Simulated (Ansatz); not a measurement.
## Volumes and bulk moduli along the 3d metals

Level of theory: DFT, revPBE, plane waves (420 eV) with PAW, scalar-relativistic in Ansatz. (PAW data from PBE, frozen cores regenerated.)

Each structure is relaxed within its symmetry, in the lowest magnetic state of the tried starts. B₀ comes from uniform scaling at fixed shape; a dash is a value not given.

Real chromium orders in an incommensurate spin-density wave, which this two-atom cell only mimics. Real scandium is paramagnetic; a moment here is an artefact of the functional.

```csv
element,structure,V (Å³/atom),B₀ (GPa),magnetic state
Sc,hcp,25.44,-,"ferromagnetic, net 0.39 μB per atom"
Ti,hcp,17.77,107,non-magnetic
V,bcc,13.71,174,spin not included
Cr,bcc,12.09,-,"antiferromagnetic, largest moment 1.29 μB in the atomic sphere"
Mn,alpha-Mn (A12),11.28,-,"ferrimagnetic, largest moment 3.09 μB in the atomic sphere"
Fe,bcc,11.61,162,"ferromagnetic, net 2.22 μB per atom"
Co,?,?,?,?
Ni,fcc,11.12,185,"ferromagnetic, net 0.64 μB per atom"
Cu,fcc,12.26,129,spin not included
Zn,hcp,15.66,66,spin not included
```

Q: Fill in the row of Co.

A: structure: hcp; V (Å³/atom): 11.09; B₀ (GPa): 198; magnetic state: ferromagnetic, net 1.63 μB per atom.
